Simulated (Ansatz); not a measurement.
# KF: the cost of one run

Program: Ansatz 0.2.0. Level of theory: DFT LDA, scalar-relativistic. These are calculated values, not measurements.

1 further run of the same task is left out (set aside as unsound or not needed).

## Step 1: Starting point

It takes space group Pm-3m (No. 221, cubic). The conventional cell has a = 3.259 Å, b = 3.259 Å, c = 3.259 Å, α = 90.00°, β = 90.00°, γ = 90.00°. Around K (site symmetry m-3m) lie 8 F at 2.82 Å. F (site symmetry m-3m) is surrounded by 8 K at 2.82 Å.

As a file:

```cif
data_structure
_symmetry_space_group_name_H-M 'P 1'
_symmetry_Int_Tables_number 1
_cell_length_a 3.2590
_cell_length_b 3.2590
_cell_length_c 3.2590
_cell_angle_alpha 90.000
_cell_angle_beta 90.000
_cell_angle_gamma 90.000
_cell_volume 34.61
loop_
_atom_site_label
_atom_site_type_symbol
_atom_site_fract_x
_atom_site_fract_y
_atom_site_fract_z
_atom_site_occupancy
K1 K 0.00000 0.00000 0.00000 1
F1 F 0.50000 0.50000 0.50000 1
```

Atoms are numbered in the order of the input: K1, F2.

## Step 2: The deformed structure

Space group Pm-3m before, R3m after.

## Step 3: Full-potential LAPW

The input, input.yaml:

```yaml
crystal:
  lattice:
    - [3.258955, 0.0, 0.0]
    - [0.0, 3.258955, 0.0]
    - [0.0, 0.0, 3.258955]
  atoms:
    - { symbol: K, position: [0.0141726412, 0.0141726412, 0.0141726412] }
    - { symbol: F, position: [0.5, 0.5, 0.5] }
kpoints:
  mp_grid: { grid: [9, 9, 9] }
scf:
  occupations: { method: fermi_dirac, width: 0.02 }
hamiltonian:
  xc: lda
  pseudopotentials: { kind: all_electron, lapw: { basis_error: 0.0005 } }
output:
  forces: true
  stress: true
  eigenvalues: true
```

The run is started by

```console
> ansatz run input.yaml --threads 1 --pin off --max-ram 2048MiB --backend cpu --events-out ev --progress --plain --runs-dir out
```

**Question.** How long does this run take on 1 thread of Arm Neoverse V2, shared host?

About 13 s.
